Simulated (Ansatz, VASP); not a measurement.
## Te in VASP and in Ansatz

Contents of INCAR:

```
PREC     = Accurate       # precision mode
ENCUT    = 520            # plane-wave cutoff, eV
EDIFF    = 1E-7           # SCF threshold, eV
ISMEAR   = 0              # smearing method
SIGMA    = 0.01           # smearing width, eV
LREAL    = F              # projectors in reciprocal space
LASPH    = T              # aspherical terms in the spheres
NELM     = 60             # most SCF steps
ALGO     = Normal         # electronic algorithm
ISIF     = 2              # what is computed and relaxed
LWAVE    = F              # write WAVECAR
LCHARG   = T              # write CHGCAR
GGA      = PS             # functional
LELF     = T              # ELF
LVHAR    = T            
NBANDS   = 16             # bands
```

KPOINTS

```
regular mesh
0
Gamma
  9 9 6
```

File POSCAR:

```
Te
1.0
    4.4469268669      0.0000000000      0.0000000000
   -2.2234634334      3.8511516355      0.0000000000
    0.0000000000      0.0000000000      5.9149200000
Te
3
Direct
    0.2690000000      0.0000000000      0.1666666667
    0.0000000000      0.2690000000      0.8333333333
    0.7310000000      0.7310000000      0.5000000000
```

Input for Ansatz:

```yaml
crystal:
  lattice:
    - [4.4469268669, 0.0, 0.0]
    - [-2.2234634334, 3.8511516355, 0.0]
    - [0.0, 0.0, 5.91492]
  atoms:
    - { symbol: Te, position: [0.269, 0.0, 0.1666666667] }
    - { symbol: Te, position: [0.0, 0.269, 0.8333333333] }
    - { symbol: Te, position: [0.731, 0.731, 0.5] }
basis:
  ecutwfc: 420
kpoints:
  mp_grid: { grid: [9, 9, 6] }
hamiltonian:
  xc: pbesol
scf:
  occupations: { method: gaussian, width: 0.01 }
output:
  forces: true
  stress: true
  eigenvalues: true
```

Alike in both runs: task single point; functional PBEsol; k mesh 9 × 9 × 6; occupations gaussian, width 0.01 eV; no spin polarisation.

|  | VASP | Ansatz |
| --- | --- | --- |
| version | VASP 6.6.1 | Ansatz 0.2.0 |
| potentials or method | VASP PAW PBE potentials, release 64 (Te) | scalar-relativistic, plane waves, PAW |
| plane-wave cutoff (eV) | 520 | 420 |
| valence electrons in the cell | 18 | 48 |

|  | VASP | Ansatz | Ansatz less VASP |
| --- | --- | --- | --- |
| gap on the k mesh at the Fermi level (eV) | 0.13 | 0.15 | +0.021 |
| least direct gap on the mesh (eV) | 0.13 | 0.15 | +0.021 |
| pressure (GPa) | -0.6 | -0.7 | -0.08 |
| largest component of the traceless stress (GPa) | 0.27 | 0.23 | -0.040 |
| rms of the force components (eV/Å) | 0.089 | 0.075 | -0.0136 |

Atom by atom the forces differ by 0.014 eV/Å (rms over components). The two sets of potentials don't hold the same shells in valence.

Caveats: the PAW data sets were made with another functional, which shifts forces and pressure a little (VASP); spin-orbit coupling is left out, which moves the levels of the heavy elements; an odd mesh through Γ misses points on the zone boundary, where band edges often lie.
